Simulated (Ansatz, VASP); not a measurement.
Ru in VASP and in Ansatz

```
Ru
1.0
     2.72003    0.00000    0.00000
    -1.36001    2.35561    0.00000
     0.00000    0.00000    4.29677
Ru
2
Direct
  0.33333 0.66667 0.25000
  0.66667 0.33333 0.75000
```

Alike in both runs: task single point; functional r2SCAN; k mesh 18 × 18 × 10; occupations gaussian, width 0.1 eV; no spin polarisation.

|  | VASP | Ansatz |
| --- | --- | --- |
| version | VASP 6.6.1 | Ansatz 0.2.0 |
| potentials or method | VASP PAW PBE potentials, release 64 (Ru_pv) | scalar-relativistic, plane waves, PAW |
| plane-wave cutoff (eV) | 520 | 500 |
| valence electrons in the cell | 28 | 32 |

Ansatz gave:

| Quantity | Value |
| --- | --- |
| gap on the k mesh at the Fermi level (eV) | none |
| pressure (GPa) | -6.5 |
| largest component of the traceless stress (GPa) | 0.48 |

What did VASP give for the same quantities?

gap on the k mesh at the Fermi level (eV): none; pressure (GPa): -5.1; largest component of the traceless stress (GPa): 0.37.

A gap of «none» marks a metal or a gap that the smearing closes. The two sets of potentials don't hold the same shells in valence.

Caveats: the PAW data sets were made with another functional, which shifts forces and pressure a little (VASP).
